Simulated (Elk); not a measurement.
**CdTe: optical spectrum from first principles**

Aim: the dielectric function of CdTe, and the optical constants that follow from it. The cell comes from an older database entry, whose edges can differ from later determinations, mostly by under a per cent.

Calculated with Elk 11.2.3 (patched build); DFT, PBE, all-electron APW+lo, Dirac cores, scalar-relativistic bands, independent-particle optical response without local fields.

The database entry behind the starting cell differs from later determinations by our own check (an axis about 1.1 % short against later determinations), so it need not match the best structure at ambient conditions.

## Step 1: Set-up

Symmetry: F-43m, No. 216, cubic system. Conventional cell: a = 6.410 Å, b = 6.410 Å, c = 6.410 Å, α = 90.00°, β = 90.00°, γ = 90.00°. Nearest to Te lie 4 Cd at 2.78 Å. Cd has 4 Te at 2.78 Å nearest. Farther neighbours and most contacts between anions are not listed.

## Step 2: Ground state

First the ground state: is it a metal or has it a gap?

This step: DFT, PBE, all-electron APW+lo, Dirac cores, scalar-relativistic bands, ground state (Elk 11.2.3 (patched build)).

elk.in reads:

```
tasks
  0
  120

xctype
  20

nempty
  12

lorbcnd
  .true.

rgkmax
  7.0

swidth
  0.0018375

maxscl
  100

epsengy
  1e-05

sppath
  './'

avec
  0.000000000000 6.056572229426 6.056572229426
  6.056572229426 0.000000000000 6.056572229426
  6.056572229426 6.056572229426 0.000000000000

atoms
  2
  'Te.in'
  1
  0.750000000000 0.750000000000 0.750000000000   0.000 0.000 0.000
  'Cd.in'
  1
  0.000000000000 0.000000000000 0.000000000000   0.000 0.000 0.000

ngridk
  9 9 9
```

On the command line:

```console
$ OMP_NUM_THREADS=4 elk
```

Numbers of over 12 decimals in the logs are rounded to 6 here.

Log:

```text
┌─────────────────────────┐
│ Elk code version 11.2.3 │
└─────────────────────────┘

All units are atomic (Hartree, Bohr, etc.)

┌─────────────────────────────────────────────────┐
│ Ground-state run starting from atomic densities │
└─────────────────────────────────────────────────┘

Lattice vectors :
   0.000000000       6.056572229       6.056572229
   6.056572229       0.000000000       6.056572229
   6.056572229       6.056572229       0.000000000

Reciprocal lattice vectors :
 -0.5187080306      0.5187080306      0.5187080306
  0.5187080306     -0.5187080306      0.5187080306
  0.5187080306      0.5187080306     -0.5187080306

Unit cell volume      :    444.3351787
Brillouin zone volume :   0.5582502249

Muffin-tin inner radius fraction :   0.1000000000E-01

Nuclei treated as point charges

Species : 1 (Te)
 parameters loaded from : Te.in
 name : tellurium
 nuclear charge    :   -52.00000000
 electronic charge :    52.00000000
 atomic mass :    232600.5708
 muffin-tin radius :    2.597572705
 number of radial points in muffin-tin :   1193
 inner part over the whole radius :   0.9994852896E-02
 number on inner part of muffin-tin    :    851
 approximate nuclear radius :   0.8944870508E-04
 number of mesh points to nuclear radius :    430
 atomic positions (lattice), magnetic fields (Cartesian) :
  1 :   0.00000000  0.00000000  0.00000000    0.00000000  0.00000000  0.00000000

Species : 2 (Cd)
 parameters loaded from : Cd.in
 name : cadmium
 nuclear charge    :   -48.00000000
 electronic charge :    48.00000000
 atomic mass :    204912.7176
 muffin-tin radius :    2.597572705
 number of radial points in muffin-tin :   1193
 inner part over the whole radius :   0.9975374582E-02
 number on inner part of muffin-tin    :    850
 approximate nuclear radius :   0.8708852602E-04
 number of mesh points to nuclear radius :    426
 atomic positions (lattice), magnetic fields (Cartesian) :
  1 :   0.25000000  0.25000000  0.25000000    0.00000000  0.00000000  0.00000000

Total number of atoms per unit cell :    2
Total muffin-tin volume :    146.8323473
 ratio of muffin-tin to unit cell volume :   0.3304540228

Spin treatment :
 spin-unpolarised

Number of Bravais lattice symmetries :   48
Number of crystal symmetries         :   24
Crystal has no inversion symmetry
Complex Hermitian eigensolver will be used

k-point grid :      9     9     9
k-point offset :    0.000000000       0.000000000       0.000000000
k-point set is reduced with full crystal symmetry group
Total number of k-points :       55

Muffin-tin radius times maximum |G+k| :    7.000000000
 using average radius
Maximum |G+k| for APW functions       :    2.694823512
Maximum (1/2)|G+k|²                   :    3.631036880
Maximum |G| for potential and density :    12.00000000
Constant for pseudocharge density :    8
 order of it for each species :   15  15
 order of it for pair densities of each species (exact exchange by exxq0 0: 15) :   10  10
Radial integration step length :    1

G-vector grid sizes :     35    35    35
Number of G-vectors :    12939

Maximum angular momentum used for
 APW functions            :    8
 outer part of muffin-tin :    6
 inner part of muffin-tin :    2

Total nuclear charge    :   -100.0000000
Total core charge       :    66.00000000
Total valence charge    :    34.00000000
Total excess charge     :    0.000000000
Total electronic charge :    100.0000000

Effective Wigner radius, rₛ :    1.019860323

Number of empty states         :     24
Total number of valence states :     42
Total number of core states    :     66

Conduction state local-orbitals added automatically
Third-order local-orbitals added for an l without core states : F
Total number of local-orbitals :    130

Exchange-correlation functional :     20     0     0
 Perdew-Burke-Ernzerhof, Phys. Rev. Lett. 77, 3865 (1996)
 gradient requirement :    1
 generalised gradient approximation (GGA)

Smearing type :    3
 Fermi-Dirac
Smearing width :   0.1837500000E-02
Effective electronic temperature (K) :    580.2366081

Mixing type :    3
 Broyden mixing, J. Phys. A: Math. Gen. 17, L317 (1984)

Kohn-Sham potential initialised from atomic data

┌──────────────────────────────┐
│ Self-consistent loop started │
└──────────────────────────────┘

┌─────────────────┐
│ Loop number : 1 │
└─────────────────┘

Energies :
 Fermi                       :     0.39400606466720E-01
 sum of occupied eigenvalues :     -7503.9394340144
 electron kinetic            :      13054.299008827
 core electron kinetic       :      12702.271073790
 Coulomb                     :     -25116.766361762
 Coulomb potential           :     -20119.924486306
 nuclear-nuclear             :     -1113.0162661752
 electron-nuclear            :     -27909.556775045
 Hartree                     :      3905.8066794585
 Madelung                    :     -15056.804118609
 xc potential                :     -438.31395653585
 exchange                    :     -325.50174332325
 correlation                 :     -5.383465
 electron entropic           :    -0.37924893166277E-08
 total energy                :     -12393.352561304

Density of states at Fermi energy :   0.8803245782E-04
 (states/Hartree/unit cell)

Estimated indirect band gap :   0.4124292590E-01
 from k-point 1 to k-point 1
Estimated direct band gap   :   0.4124292590E-01
 at k-point 1

Charges :
 core                        :    66.00000000
 valence                     :    34.00000000
 interstitial                :    3.305522279
 muffin-tins (core leakage)
  species : 1 (Te)
   atom 1                    :    50.14193806     (  0.4117518760E-03)
  species : 2 (Cd)
   atom 1                    :    46.55253966     (  0.2575269809E-03)
 total in muffin-tins        :    96.69447772
 total calculated charge     :    99.99918989
 total charge                :    100.0000000
 error                       :   0.8101094295E-03

┌─────────────────┐
│ Loop number : 2 │
└─────────────────┘

Energies :
 Fermi                       :     0.40278362958623E-01
 sum of occupied eigenvalues :     -7503.8786471092
 electron kinetic            :      13054.198093775
 core electron kinetic       :      12702.168826767
 Coulomb                     :     -25116.797818980
 Coulomb potential           :     -20119.887903452
 nuclear-nuclear             :     -1113.0162661752
 electron-nuclear            :     -27909.655189909
 Hartree                     :      3905.8736371046
 Madelung                    :     -15056.853867254
 xc potential                :     -438.18883743167
 exchange                    :     -325.50426549398
 correlation                 :     -5.383509
 electron entropic           :    -0.39280575779928E-08
 total energy                :     -12393.487500036

Density of states at Fermi energy :   0.9145261428E-04
 (states/Hartree/unit cell)

Estimated indirect band gap :   0.4110305136E-01
 from k-point 1 to k-point 1
Estimated direct band gap   :   0.4110305136E-01
 at k-point 1

Charges :
 core                        :    66.00000000
 valence                     :    34.00000000
 interstitial                :    3.304928624
 muffin-tins (core leakage)
  species : 1 (Te)
   atom 1                    :    50.13987156     (  0.4118006568E-03)
  species : 2 (Cd)
   atom 1                    :    46.55519981     (  0.2572750548E-03)
 total in muffin-tins        :    96.69507138
 total calculated charge     :    99.99919058
 total charge                :    100.0000000
 error                       :   0.8094185556E-03

RMS change in Kohn-Sham potential (target) :   0.1265150753     (  0.1000000000E-05)
Absolute change in total energy (target)   :   0.1349387320     (  0.1000000000E-04)

[... 14 loops left out ...]

┌──────────────────┐
│ Loop number : 17 │
└──────────────────┘

Energies :
 Fermi                       :     0.140852
 sum of occupied eigenvalues :     -7494.6030444777
 electron kinetic            :      13055.252637982
 core electron kinetic       :      12701.575356727
 Coulomb                     :     -25117.226714346
 Coulomb potential           :     -20117.920553410
 nuclear-nuclear             :     -1113.0162661752
 electron-nuclear            :     -27912.387167265
 Hartree                     :      3908.1767190942
 Madelung                    :     -15058.266437641
 xc potential                :     -431.93512904946
 exchange                    :     -325.58595198048
 correlation                 :     -5.385047
 electron entropic           :    -0.45871592611298E-07
 total energy                :     -12392.945075272

Density of states at Fermi energy :   0.1355052200E-02
 (states/Hartree/unit cell)

Estimated indirect band gap :   0.3121664413E-01
 from k-point 1 to k-point 1
Estimated direct band gap   :   0.3121664413E-01
 at k-point 1

Charges :
 core                        :    66.00000000
 valence                     :    34.00000000
 interstitial                :    3.268193623
 muffin-tins (core leakage)
  species : 1 (Te)
   atom 1                    :    50.05172705     (  0.4090681966E-03)
  species : 2 (Cd)
   atom 1                    :    46.68007933     (  0.2474706141E-03)
 total in muffin-tins        :    96.73180638
 total calculated charge     :    99.99921856
 total charge                :    100.0000000
 error                       :   0.7814362580E-03

RMS change in Kohn-Sham potential (target) :   0.5539989377E-08 (  0.1000000000E-05)
Absolute change in total energy (target)   :   0.2582150046E-05 (  0.1000000000E-04)

Convergence targets achieved

┌──────────────────┐
│ Loop number : 18 │
└──────────────────┘

Energies :
 Fermi                       :     0.140852
 sum of occupied eigenvalues :     -7494.6030447441
 electron kinetic            :      13055.252637627
 core electron kinetic       :      12701.575356375
 Coulomb                     :     -25117.226714281
 Coulomb potential           :     -20117.920553411
 nuclear-nuclear             :     -1113.0162661752
 electron-nuclear            :     -27912.387167158
 Hartree                     :      3908.1767190524
 Madelung                    :     -15058.266437576
 xc potential                :     -431.93512895938
 exchange                    :     -325.58595197746
 correlation                 :     -5.385047
 electron entropic           :    -0.45871580804078E-07
 total energy                :     -12392.945075559

Density of states at Fermi energy :   0.1355051813E-02
 (states/Hartree/unit cell)

Estimated indirect band gap :   0.3121664518E-01
 from k-point 1 to k-point 1
Estimated direct band gap   :   0.3121664518E-01
 at k-point 1

Charges :
 core                        :    66.00000000
 valence                     :    34.00000000
 interstitial                :    3.268193628
 muffin-tins (core leakage)
  species : 1 (Te)
   atom 1                    :    50.05172705     (  0.4090681966E-03)
  species : 2 (Cd)
   atom 1                    :    46.68007932     (  0.2474706140E-03)
 total in muffin-tins        :    96.73180637
 total calculated charge     :    99.99921856
 total charge                :    100.0000000
 error                       :   0.7814362613E-03

┌──────────────────────────────┐
│ Self-consistent loop stopped │
└──────────────────────────────┘

Warning : core states of species 1 leak from the muffin-tin :   0.4090681966E-03

Warning : core states of species 2 leak from the muffin-tin :   0.2474706140E-03

Wrote STATE.OUT
```

Wall time 18 s (4 threads of Arm Neoverse V1, shared host); peak memory 0.07 GiB.

Read-outs, printed or worked out from the files:

```
total energy           : -12393 Ha
Fermi energy           : 3.833 eV
DOS at the Fermi level : 4.98e-5 states/eV/cell
gap on the k-mesh      : 0.8494 eV
direct gap on the mesh : 0.8494 eV
```

There is a gap, 0.85 eV on this mesh (points off the mesh can give less), so no carriers' term is needed.

## Step 3: Independent particles

The spectrum is a sum over vertical transitions between filled and empty bands at the fixed density, so many empty bands are needed.

This step: DFT, PBE, all-electron APW+lo, Dirac cores, scalar-relativistic bands, independent-particle optical response without local fields (Elk 11.2.3 (patched build)).

Edit elk.in of step 2 so:

```diff
@@ -1,4 +1,6 @@
 tasks
-  0
-  120
+  121
+
+optcomp
+  1 1
 
@@ -17,9 +19,7 @@
 swidth
-  0.0018375
+  0.0055124
 
-maxscl
-  100
-
-epsengy
-  1e-05
+wplot
+  400 100 0
+  0.0 0.51449
```

On the command line:

```console
$ OMP_NUM_THREADS=4 elk
```

Log:

```text
┌─────────────────────────────────┐
│ Elk code version 11.2.3 started │
└─────────────────────────────────┘

Info(readinput): the functional depends on the density's gradient
 muffin-tin radial points multiplied by    2.00000
 (not where nrmtscf is given)

┌────────────────────┐
│ Current task : 121 │
└────────────────────┘
Info(checkmt): changed muffin-tin radius of species 1 (Te) from   2.6000 to   2.5976
Info(checkmt): changed muffin-tin radius of species 2 (Cd) from   2.6000 to   2.5976

Info(findsymcrys): atomic basis shift (lattice) :
  0.2500000000      0.2500000000      0.2500000000
See GEOMETRY.OUT for new atomic positions

Info(dielectric):
 dielectric tensor written to EPSILON_ij.OUT
 optical conductivity written to SIGMA_ij.OUT
 for components
  i = 1, j = 1

┌──────────────────┐
│ Elk code stopped │
└──────────────────┘
```

The job ended after 1.4 s (4 threads; peak memory 0.03 GiB).

Read-outs, printed or worked out from the files:

* electronic dielectric constant ε∞, mean over x, y and z (by symmetry where fewer were run): 9.742

The Im ε, E ∥ x has structure finer than the step of the table below, so its rows give means over 0.25 eV, whole bins alone (the curve runs from 0 to 14.0 eV). Peaks (eV: height): 0.840: 3.29, 1.750: 4.09, 3.430: 8.82, 4.375: 15.6, 5.110: 11.3.

Sum at mesh points, not converged in k; values under the direct gap are tails of Lorentzian lines. Im ε, E ∥ x against photon energy; means over each step:

photon energy (eV), Im ε, E ∥ x and a bar:
```
     0.25        0.2 
     0.50        0.6 #
     0.75        2.3 #####
     1.00        2.0 ####
     1.25        1.0 ##
     1.50        1.6 ###
     1.75        3.5 #######
     2.00        2.4 #####
     2.25        4.4 #########
     2.50        6.7 ##############
     2.75        6.1 #############
     3.00        6.9 ##############
     3.25        8.1 #################
     3.50        8.0 #################
     3.75        6.9 ##############
     4.00        7.6 ################
     4.25       13.5 #############################
     4.50       14.1 ##############################
     4.75       10.1 #####################
     5.00       10.4 ######################
     5.25       10.8 #######################
     5.50        8.9 ###################
     5.75        6.9 ###############
     6.00        7.3 ###############
     6.25        6.6 ##############
     6.50        5.6 ############
     6.75        5.2 ###########
     7.00        3.8 ########
     7.25        3.5 #######
     7.50        3.4 #######
     7.75        2.5 #####
     8.00        2.3 #####
     8.25        2.0 ####
     8.50        1.7 ###
     8.75        1.5 ###
     9.00        1.6 ###
     9.25        1.5 ###
     9.50        1.3 ##
     9.75        1.2 ##
    10.00        1.2 ##
    10.25        0.9 ##
    10.50        0.9 ##
    10.75        1.0 ##
    11.00        1.0 ##
    11.25        1.0 ##
    11.50        1.0 ##
    11.75        0.8 #
    12.00        0.6 #
    12.25        0.6 #
    12.50        0.7 #
    12.75        0.8 #
    13.00        0.8 #
    13.25        0.8 #
    13.50        0.7 #
    13.75        0.7 #
```

The reflectivity at normal incidence, E ∥ x has structure finer than the step of the table below, so its rows give means over 0.5 eV, whole bins alone (the curve runs from 0 to 14.0 eV). Peaks (eV: height): 4.55: 46.1, 5.53: 49.3, 6.93: 52.5, 7.70: 53.5, 9.41: 43.0, 10.15: 42.7, 11.65: 32.5.

Sum at mesh points, not converged in k. The reflectivity at normal incidence, E ∥ x by photon energy; means over each step:

```tsv
photon energy (eV)	reflectivity at normal incidence, E ∥ x (%)
0.5	27.8
1.0	25.7
1.5	28.4
2.0	28.8
2.5	32.4
3.0	32.0
3.5	31.9
4.0	34.1
4.5	44.6
5.0	40.7
5.5	46.2
6.0	43.1
6.5	46.6
7.0	50.1
7.5	48.8
8.0	49.1
8.5	47.7
9.0	40.3
9.5	40.7
10.0	38.9
10.5	32.2
11.0	27.0
11.5	29.2
12.0	28.0
12.5	16.5
13.0	16.8
13.5	17.8
```

The loss function −Im 1/ε at q → 0, E ∥ x has structure finer than the step of the table below, so its rows give means over 0.5 eV, whole bins alone (the curve runs from 0 to 14.0 eV). Peaks (eV: height): 12.21: 1.72.

Sum at mesh points, not converged in k; values under the direct gap are tails of Lorentzian lines. Loss function −Im 1/ε at q → 0, E ∥ x against energy loss; means over each step:

energy loss (eV), loss function −Im 1/ε at q → 0, E ∥ x and a bar:
```
      0.5       0.01 
      1.0       0.02 
      1.5       0.02 
      2.0       0.03 
      2.5       0.04 #
      3.0       0.05 #
      3.5       0.07 #
      4.0       0.06 #
      4.5       0.07 #
      5.0       0.10 ##
      5.5       0.11 ##
      6.0       0.13 ###
      6.5       0.14 ###
      7.0       0.16 ###
      7.5       0.19 ####
      8.0       0.24 #####
      8.5       0.30 ######
      9.0       0.41 #########
      9.5       0.47 ##########
     10.0       0.56 ############
     10.5       0.83 ##################
     11.0       0.90 ###################
     11.5       0.89 ###################
     12.0       1.39 ##############################
     12.5       1.40 ##############################
     13.0       1.28 ###########################
     13.5       1.40 ##############################
```

At chosen wavelengths:

```tsv
wavelength (nm)	n	k	R (%)	1/α
1550	3.25	0.457	28.8	270 nm
1064	2.98	0.166	24.9	511 nm
800	3.33	0.268	29.2	238 nm
450	3.07	0.949	29.7	38 nm
308	3.35	1.117	33.5	22 nm
248	2.49	2.068	39.5	9.5 nm
193	1.35	2.159	47.0	7.1 nm
```

Below the direct gap, k and the depth come from the tails of the Lorentzian lines, not from transitions.

Rows near the edge hang on the gap, which this functional as a rule makes too small, and phonon-assisted absorption is left out.

## Step 4: Summary of results

| Item | Value |
| --- | --- |
| electronic dielectric constant ε∞, mean over x, y and z (by symmetry where fewer were run) (independent particles) | 9.74 |

At this level (PBE, independent particles) CdTe has ε∞ = 9.74 and n = 3.25 at 1550 nm. On the mesh the gap is 0.85 eV and the least direct gap 0.85 eV. Excitons and phonon-assisted transitions are missing, and so are local fields; PBE gaps are as a rule too small, which pulls the onset down and ε∞ up. Spin-orbit coupling is left out although heavy atoms are present. The sum runs over mesh points 0.19 Å⁻¹ apart with no interpolation, so peaks are partly noise of the mesh; over so small a direct gap single mesh points weigh heavily, so ε∞, n and their changes from run to run can be far off.

[Machine, clock and banner lines and Python warnings are left out of the logs.]

[Logs are printed without paths, hosts, clocks, repeated set-up lines and the standing remarks that a program may print on its own settings, such as how far it seeks lower states.]

[Hosts, paths, dates, database ids (printed as entryN), source tags and the programs' standing remarks are cut or masked in the printed files.]
